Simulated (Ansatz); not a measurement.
BAs (zincblende), relaxed with r2SCAN in Ansatz: it is cubic, F-43m (No. 216); conventional cell a = 4.784 Å, 13.68 Å³ an atom. Around B lie 4 As at 2.07 Å; around As lie 4 B at 2.07 Å. The primitive cell holds 2 atoms in 27.37 Å³. Calculated for a static, non-magnetic cell.

Computed values: PBE gives a gap of 1.19 eV and PBE0 (25 % exact exchange) 2.51 eV; one over PBE's mean ε∞ is 0.102. r2SCAN gives 1.37 eV and r2SCAN0 (25 %) 2.60 eV. Without spin-orbit coupling PBE's valence top is a threefold level at Γ and the gap is 1.188 eV; with it the level splits into four states above two, Δ₀ = 0.209 eV apart. HSE06+SOC (6×6×6) gives a least gap of 1.76 eV and a least direct gap of 3.90 eV. r2SCAN's ε∞ is 9.32.

Question: Taking the gap as linear in the share of unscreened exchange, estimate the gap of the hybrid whose share is 1/ε∞.

Answer: The slope is (2.51 − 1.19)/0.25 = 5.28 eV per unit share, so E_g ≈ 1.19 + 5.28 × 0.102 = 1.73 eV. The run with that share gives 1.72 eV (6×6×6 mesh), -0.01 eV from the straight line.

Question: Interpolate to r2SCANh, with 10 % exact exchange.

Answer: 1.37 + (2.60 − 1.37) × 0.10/0.25 = 1.86 eV; the run gives 1.86 eV (0.00 eV against the interpolation).

Question: If the centre of gravity stays and the conduction band doesn't move, what gap follows with spin-orbit coupling?

Answer: The fourfold level rises by Δ₀/3 = 0.070 eV and the twofold one falls by 2Δ₀/3, so E_g ≈ 1.188 − 0.070 = 1.118 eV. The PBE+SOC run gives 1.124 eV, +0.005 eV from the estimate.

Question: At what wavelength does absorption set in by HSE06+SOC, excitons left aside?

Answer: λ = 1239.84 eV nm/E: 704 nm for the least gap, where it needs phonons and is weak, and 318 nm for direct transitions.

Question: What refractive index and reflectivity at normal incidence follow, below the gap and above the phonons?

Answer: n = √9.32 = 3.053; R = ((n − 1)/(n + 1))² = (2.053/4.053)² = 25.7 % a face.

Only the levels marked +SOC include spin-orbit coupling.

The meshes of the hybrids are coarse, so their gaps aren't converged to the digits shown.
